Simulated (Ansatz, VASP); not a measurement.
# Si: VASP beside Ansatz

```xyz
2
Lattice="0.0000 2.7219 2.7219 2.7219 0.0000 2.7219 2.7219 2.7219 0.0000" Properties=species:S:1:pos:R:3 pbc="T T T"
Si    2.7219    2.7219    2.7219
Si    4.0828    4.0828    4.0828
```

Alike in both runs: task single point; functional PBE; k mesh 8 × 8 × 8; occupations gaussian, width 0.028 eV; no spin polarisation.

|  | VASP | Ansatz |
| --- | --- | --- |
| version | VASP 6.6.1 | Ansatz 0.2.0 |
| potentials or method | VASP PAW PBE potentials, release 64 (Si) | Ansatz PAW |
| plane-wave cutoff (eV) | 520 | 420 |
| valence electrons in the cell | 8 | 8 |

```tsv
	VASP	Ansatz	Ansatz less VASP
gap on the k mesh at the Fermi level (eV)	0.63	0.63	-0.003
least direct gap on the mesh (eV)	2.56	2.56	-0.005
pressure (GPa)	1.3	1.3	+0.08
```

With one functional, cell and mesh, what is left measures potentials, basis and numerics.

A k mesh can miss the band edges. Expect the measured gap to be larger: semilocal functionals such as PBE lack the derivative discontinuity.
